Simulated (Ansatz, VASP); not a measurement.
# CdTe: VASP beside Ansatz

Contents of INCAR:

```
SYSTEM = CdTe
PREC     = Accurate       ! precision mode
ENCUT    = 520            ! plane-wave cutoff, eV
EDIFF    = 1E-7           ! SCF threshold, eV
ISMEAR   = 0              ! smearing method
SIGMA    = 0.01           ! smearing width, eV
LREAL    = .FALSE.        ! projectors in reciprocal space
LASPH    = .TRUE.         ! aspherical terms in the spheres
NELM     = 150            ! most SCF steps
ALGO     = Normal         ! electronic algorithm
ISIF     = 2              ! what is computed and relaxed
LWAVE    = .FALSE.        ! write WAVECAR
LCHARG   = .FALSE.        ! write CHGCAR
MAGMOM   = 0 0 0 0 0 0    ! initial moments
LORBIT   = 11             ! projections on sites
LSORBIT  = .TRUE.         ! spin-orbit coupling
GGA_COMPAT= .FALSE.      
LORBMOM  = .TRUE.       
GGA      = PS             ! functional
NBANDS   = 30             ! bands
```

The input KPOINTS:

```
regular mesh
0
G
  6 6 6
  0 0 0
```

File POSCAR:

```
CdTe
1.0
    3.1598818372      3.1598818372      0.0000000000
   -3.1598818372      3.1598818372      0.0000000000
    0.0000000000      3.1598818372      3.1598818372
Cd Te
1 1
Direct
    0.0000000000      0.0000000000      0.0000000000
    0.7500000000      0.2500000000      0.5000000000
```

Input for Ansatz:

```yaml
crystal:
  lattice:
    - [3.15988183724, 3.15988183724, 0.0]
    - [-3.15988183724, 3.15988183724, 0.0]
    - [0.0, 3.15988183724, 3.15988183724]
  atoms:
    - { symbol: Cd, position: [0.0, 0.0, 0.0] }
    - { symbol: Te, position: [0.75, 0.25, 0.5] }
kpoints:
  mp_grid: { grid: [6, 6, 6] }
scf:
  occupations: { method: fixed }
  convergence: { dr2_threshold: 1.0e-10 }
hamiltonian:
  xc: pbesol
  pseudopotentials: { kind: all_electron, lapw: { basis_error: 0.0005 } }
magnetization:
  noncollinear: true
  spin_orbit: true
output:
  forces: true
  stress: true
  eigenstates:
    kpoints:
      - [0.0, 0.0, 0.0]
      - [-0.5, -0.5, -0.5]
      - [-0.5, 0.5, 0.0]
      - [0.0, 0.0, -0.5]
      - [0.0, -0.5, -0.5]
      - [0.0, 0.5, 0.0]
      - [-0.5, 0.0, 0.0]
      - [-0.5, 0.0, -0.5]
  eigenvalues: true
```

Alike in both runs: task single point; functional PBEsol; k mesh 6 × 6 × 6; non-collinear spin, spin-orbit coupling.

|  | VASP | Ansatz |
| --- | --- | --- |
| version | VASP 6.6.1 | Ansatz 0.2.0 |
| potentials or method | VASP PAW PBE potentials, release 64 (Cd, Te) | all-electron LAPW |
| plane-wave cutoff (eV) | 520 | see its input |
| occupations | gaussian, width 0.01 eV | fixed |

|  | VASP | Ansatz | Ansatz less VASP |
| --- | --- | --- | --- |
| gap on the k mesh at the Fermi level (eV) | 0.61 | 0.61 | -0.007 |
| pressure (GPa) | 4.2 | 4.0 | -0.24 |
| net moment per atom (μB) | 0.00 | 0.00 | 0.000 |

Ansatz ran all-electron here, so the differences hold the error of VASP's frozen core and of both bases.

Caveats: the PAW data sets were made with another functional, which shifts forces and pressure a little (VASP).
